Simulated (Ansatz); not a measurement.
**A film clamped to a substrate in TiAl2**

Computed with DFT PBEsol, scalar-relativistic, plane waves, PAW in Ansatz. Cutoff 420 eV, Γ-centred 14×14×12 k-points, Gaussian smearing of 0.15 eV. No spin polarisation. Energies are free energies at this smearing, counted from the undisturbed cell; pressure is positive in compression.

Reference structure (relaxed at this level; it needn't be the usual structure):

```
Ti Al
1.0
     1.95033   -6.02628    0.00000
     1.95033    6.02628    0.00000
     0.00000    0.00000    3.97242
Ti Al
2 4
Direct
  0.65622 0.34378 0.00000
  0.34378 0.65622 0.00000
  0.00000 0.00000 0.00000
  0.82710 0.17290 0.50000
  0.17290 0.82710 0.50000
  0.50000 0.50000 0.50000
```

The cell (6 atoms, V0 = 93.38 Å³) is strained by p along both x and y and by q along z, fractional coordinates fixed. τp = (1/V0) ∂E/∂p = (σxx + σyy)(1 + p)(1 + q) and τq = (1/V0) ∂E/∂q = σzz(1 + p)², with tension positive.

| p | q | ΔE (meV/atom) | τp (GPa) | τq (GPa) |
| --- | --- | --- | --- | --- |
| 0.000 | 0.000 | 0.00 | -0.11 | 0.08 |
| -0.050 | 0.000 | 78.72 | -34.45 | -7.63 |
| 0.050 | 0.000 | 59.66 | 23.07 | 6.36 |
| 0.000 | -0.050 | 25.70 | -8.11 | -11.01 |
| 0.000 | 0.050 | 22.79 | 5.95 | 8.92 |

Task: Get the second derivatives of the energy density.

Result: Central differences give A = ∂τp/∂p = 575 GPa (C11 + C22 + 2 C12), C = ∂τq/∂q = 199 GPa (C33) and the cross term B = ∂τq/∂p = 140 GPa (C13 + C23); ∂τp/∂q = 141 GPa must equal B, and any difference shows higher-order terms. Steps this large leave an error of some per cent of A or C in all of these, which can swamp a small B. The ions are clamped.

Task: A film of this crystal grows with z along the normal on a substrate that imposes p. How does its thickness respond, and what does the misfit cost?

Result: Count p and q from the stress-free cell. A free surface needs τq = 0, so q = −(B/C) p = -0.70 p. The energy density left is (A − B²/C) p²/2 = M p², with the biaxial modulus M = 238 GPa; a misfit of 1 % costs 2.32 meV/atom, against 2.79 meV/atom if the thickness were held.

At p = -0.050 the energies along q are 147.2 (q = -0.050), 104.8 (q = -0.025), 78.7 (q = 0.000), 67.1 (q = 0.025), 68.3 (q = 0.050) meV/atom.

Task: Does the linear rule hold at this misfit?

Result: A parabola through the lowest point and its neighbours has its minimum at q = 0.035, 66.1 meV/atom. With the stress left in the starting cell, τp0 and τq0, linear elasticity gives q = −(τq0 + Bp)/C = 0.035 and E = V0(τp0 p + τq0 q + Ap²/2 + Bpq + Cq²/2)/N = 58.7 meV/atom. The energies differ by more than a tenth, so the quadratic law fails here: the gap holds the anharmonic part, with some error from the wide steps. Cubic terms also shift the vertex of so wide a parabola.

Forces appear on the atoms along this scan, and letting them relax would lower the energy and soften the response. In a metal these slopes depend on the k mesh and the smearing.

Cost: 14 runs of about 19 core-minutes in all, on Arm Neoverse N1 (shared hosts).

Letting the thickness relax recovers only a modest part of the misfit energy. The film thickens under in-plane compression, but by much less than constant volume would require, so the clamped crystal still has to accept a smaller volume. This is probably helped by directional Ti d–Al p bonding, which resists changes of shape as well as of density.

The response is also lopsided: compression costs more than equal stretching, both in the plane and along the normal. Shortened contacts meet steeply rising Pauli repulsion and electronic kinetic energy, whereas stretched bonds gradually lose their restoring force. At the large compressive misfit the linear rule therefore still places the thickness well but underestimates the energy. Most of that shortfall is already present at fixed thickness, which suggests that it comes from the in-plane compression itself rather than from the Poisson coupling.

Since x and y are inequivalent in this orthorhombic cell, the biaxial modulus is an average over two directions and doesn't give the cost of a substrate with unequal misfits.
